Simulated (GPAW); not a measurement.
Input of a GPAW 26.7.0 run:

The input run.py:

```python
import numpy as np
from ase import Atoms
from ase.units import Ha
from gpaw import PW
from gpaw.dft import DFT
from gpaw.hubbard import aoom

atoms = Atoms(['Co', 'O'],
              cell=[[-1.50800044, 1.50800044, 2.10725036],
                    [1.50800044, -1.50800044, 2.10725036],
                    [1.50800044, 1.50800044, -2.10725036]],
              scaled_positions=[[0.0, 0.0, 0.0],
                                [0.5, 0.5, 0.0]],
              pbc=True)
atoms.set_initial_magnetic_moments([3.0, 0.0])

def hold(setup, l, U, n_smm):
    """Build the Hubbard potential of this atom from a typed occupation matrix."""
    free = setup.hubbard_u.calculate

    def calculate(setup, D_sii):
        energy, dH_sii = free(setup, D_sii)
        m = 2 * l + 1
        first = np.cumsum([0] + [2 * x + 1 for x in setup.l_j])
        blocks = [slice(first[j], first[j] + m) for j, x in enumerate(setup.l_j) if x == l]
        for s, n_mm in enumerate(n_smm):
            _, V_ii = aoom(D_sii[s], l, setup.l_j, setup.n_j, setup.N0_q)
            for i1 in blocks:
                for i2 in blocks:
                    V_ii[i1, i2] *= U / Ha / 2 * (np.eye(m) - 2 * np.array(n_mm))
            dH_sii[s] = V_ii
        return energy, dH_sii

    setup.hubbard_u.calculate = calculate
    return free

# occupation matrices [spin][m][m'] in real spherical harmonics, m = -l ... l
start = {
    0: [[[1.0, 0.0, 0.0, 0.0, 0.0],
         [0.0, 1.0, 0.0, 0.0, 0.0],
         [0.0, 0.0, 1.0, 0.0, 0.0],
         [0.0, 0.0, 0.0, 1.0, 0.0],
         [0.0, 0.0, 0.0, 0.0, 1.0]],
        [[0.3567, 0.1235, 0.2579, -0.1972, 0.3299],
         [0.1235, 0.7682, 0.2608, 0.2994, -0.0717],
         [0.2579, 0.2608, 0.227, -0.0556, 0.1946],
         [-0.1972, 0.2994, -0.0556, 0.2954, -0.2766],
         [0.3299, -0.0717, 0.1946, -0.2766, 0.3528]]],
}

dft = DFT(atoms,
          mode=PW(600),
          xc='PBE',
          kpts={'size': (9, 9, 9), 'gamma': True},
          occupations={'name': 'methfessel-paxton', 'order': 0, 'width': 0.05},
          setups={0: ':d,7.0'},
          nbands=19,
          convergence={'density': 0.0001, 'energy': 1e-05},
          maxiter=120,
          symmetry={'point_group': False},
          converge=False,
          txt='gpaw.txt')
free = {a: hold(dft.setups[a], l, 7, start[a]) for a, l in {0: 2}.items()}
dft.converge(steps=10)
for a, calculate in free.items():
    dft.setups[a].hubbard_u.calculate = calculate
dft.converge()
print(f'Energy: {dft.calculate_energy():.6f} eV')
print('Forces (eV/A):')
print(dft.calculate_forces().round(4))
print('Stress (eV/A^3):', dft.calculate_stress().round(6))
print('Moments:', dft.magmoms()[1][:, 2].round(3))
dft.write_converged()
dft.write_gpw_file('gs.gpw')
for a, l in {0: 2}.items():
    setup = dft.setups[a]
    for s, D_ii in enumerate(dft.density.D_asii[a]):
        n_mm = aoom(D_ii, l, setup.l_j, setup.n_j, setup.N0_q)[0]
        print(f'atom {a} spin {s} trace {n_mm.trace():.4f} eigenvalues', *np.linalg.eigvalsh(n_mm).round(3))
        np.savetxt(f'occupation-{a}-{s}.dat', n_mm, fmt='%8.4f')
```

Potentials or basis: GPAW PAW data sets (gpaw-data 1.2.1), pw.

Run with:

```bash
$ OMP_NUM_THREADS=1 python run.py
```

(1) Estimate the net moment.

(2) What does it give for the pressure?

## Answers

(1) 3.00 μB per cell.

(2) 8.7 GPa.

Caveat: the cutoff is short for stress and forces, so pressures can be off by a GPa or more; the occupation matrix was held by a function in the script for the first cycles and then freed; the end state hangs on it; an odd mesh through Γ misses points on the zone boundary, where band edges often lie; a cell with one magnetic atom can't hold antiferromagnetic order, which such compounds often take.
